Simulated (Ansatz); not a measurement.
# GaSb: the cost of one run

Program: Ansatz 0.2.0. Level of theory: DFT PBEsol, scalar-relativistic, plane waves, PAW. These are calculated values, not measurements.

The COD entry's cell or inner coordinates are ideal or old and differ from later refinements, so a difference from it is no clean test against experiment.

2 further runs of the same task are left out: 2 set aside as unsound or not needed.

### Step 1. The structure to begin with

The structure is cubic, space group F-43m (No. 216). Conventional cell: a = 6.113 Å, b = 6.113 Å, c = 6.113 Å, α = 90.00°, β = 90.00°, γ = 90.00°. Around Ga (site symmetry -43m) lie 4 Sb at 2.65 Å. Sb (site symmetry -43m) is surrounded by 4 Ga at 2.65 Å.

Coordinates:

```
Ga Sb
1.0
     0.00000    3.05627    3.05627
     3.05627    0.00000    3.05627
     3.05627    3.05627    0.00000
Ga Sb
1 1
Direct
  0.00000 0.00000 0.00000
  0.75000 0.75000 0.75000
```

It is the result of an earlier relaxation at this level (volume 28.55 Å³/atom; gap on the mesh: none (metal)).

### Step 2. The cell under 16 GPa

What is minimised here is the enthalpy; the energy can go up as the cell is squeezed.

input.yaml

```yaml
crystal:
  lattice:
    - [0.0, 3.0562701463, 3.0562701463]
    - [3.0562701463, 0.0, 3.0562701463]
    - [3.0562701463, 3.0562701463, 0.0]
  atoms:
    - { symbol: Ga, position: [0.0, 0.0, 0.0] }
    - { symbol: Sb, position: [0.75, 0.75, 0.75] }
basis:
  ecutwfc: 420
kpoints:
  mp_grid: { grid: [12, 12, 12] }
hamiltonian:
  xc: pbesol
scf:
  occupations: { method: fermi_dirac, width: 0.15 }
output:
  forces: true
  stress: true
  eigenvalues: true
relax:
  adjacent_minimum: "off"
  f_tol: 0.001
  max_steps: 60
  cell: { stress_tol: 0.02, p_target: 16.0 }
```

Run with:

```bash
> ansatz run input.yaml --threads 1 --pin off --max-ram 3072MiB --backend cpu --events-out ev --progress --plain --runs-dir out
```

What time and memory should one allow on 1 thread of Intel Xeon 6975P-C (Granite Rapids), shared host?

About 51 s, with a peak of 0.42 GiB.
